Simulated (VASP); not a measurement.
Wanted: the native input for a VASP 6.6.1 run.

* Task: single point
* Functional: PBE
* Potentials or basis: VASP PAW PBE potentials, release 64 (N, B)
* Cutoff: 520 eV
* k mesh: 13 × 13 × 13
* Occupations: fermi-dirac, width 0.05 eV
* Spin: no spin polarisation
* Further INCAR settings: ALGO = Normal; EDIFF = 1e-07; NBANDS = 11

The structure of BN lies in POSCAR:

```
BN
1.0
    0.0000000000      3.4953158300      2.1660912400
    1.2516321000      0.0000000000      2.1660912400
    1.2516321000      3.4953158300      0.0000000000
N B
1 1
Direct
    0.6608190000      0.6974220000      0.3268340000
    0.0070130000      0.0078650000      0.9907430000
```

The cell comes from a database or a generator and needn't be the stable form of this composition.

The cell isn't the ideal one: atoms moved at random, drawn with an rms of 0.05 Å.

These files were run (other wordings do the same):

INCAR

```
SYSTEM = BN
PREC = Accurate
ENCUT = 520
EDIFF = 1E-7
ISMEAR = -1
SIGMA = 0.05
LREAL = .False.
LASPH = .True.
NELM = 60
ALGO = Normal
ISIF = 2
LWAVE = .False.
LCHARG = .True.
GGA = PE
LELF = .True.
LVHAR = .True.
NBANDS = 11
```

KPOINTS

```
Automatic mesh
0
Gamma
  13 13 13
  0 0 0
```

Potentials or basis: VASP PAW PBE potentials, release 64 (N, B).

Launch:

```sh
$ cat potpaw_PBE.64/N/POTCAR potpaw_PBE.64/B/POTCAR > POTCAR
$ mpirun -np 1 vasp_std > vasp.out
```

It gave:

```yaml
Pressure: 3.7 GPa
Largest_force: 1.594 eV/Å
Band_gap_on_the_k_mesh: 3.72 eV, indirect (least direct gap 4.65 eV)
```

Caveat: an odd mesh through Γ misses points on the zone boundary, where band edges often lie.

It took 3 min on 1 thread of AMD EPYC 9R45 (Zen 5) (shared host), peak memory 0.29 GiB.
